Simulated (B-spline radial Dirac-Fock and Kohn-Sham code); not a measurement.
## How the levels of krypton move as electrons are removed

Level of theory: Dirac-Fock energy differences between relaxed states, corrected for Breit and QED terms; a B-spline atomic structure program. Each ion is free and in its tabulated ground configuration. Correlation and solid-state effects are left out.

Reference: Kr²²⁺, [Ne] 3s2 3p2, with K 15330.8 eV, L1 2891.3 eV, L2 2699.3 eV, L3 2645.0 eV. Shifts from it, in eV (a dash: the subshell is empty, belongs to an open shell averaged over j, or its hole state is left out as unreliable):

```
  ion  configuration       K      L1      L2      L3
Kr²³⁺   [Ne] 3s2 3p1   +78.9   +68.3   +69.5   +69.2
Kr²⁴⁺       [Ne] 3s2  +159.7  +137.9  +140.4  +139.9
Kr²⁵⁺       [Ne] 3s1       –       –  +210.1  +209.3
Kr²⁶⁺   [He] 2s2 2p6  +316.6  +271.6  +280.9  +279.9
Kr²⁷⁺   [He] 2s2 2p5  +515.3  +399.5       –       –
```

Values without a named source are computed, but for edge energies of neutral atoms, which are taken from tables.
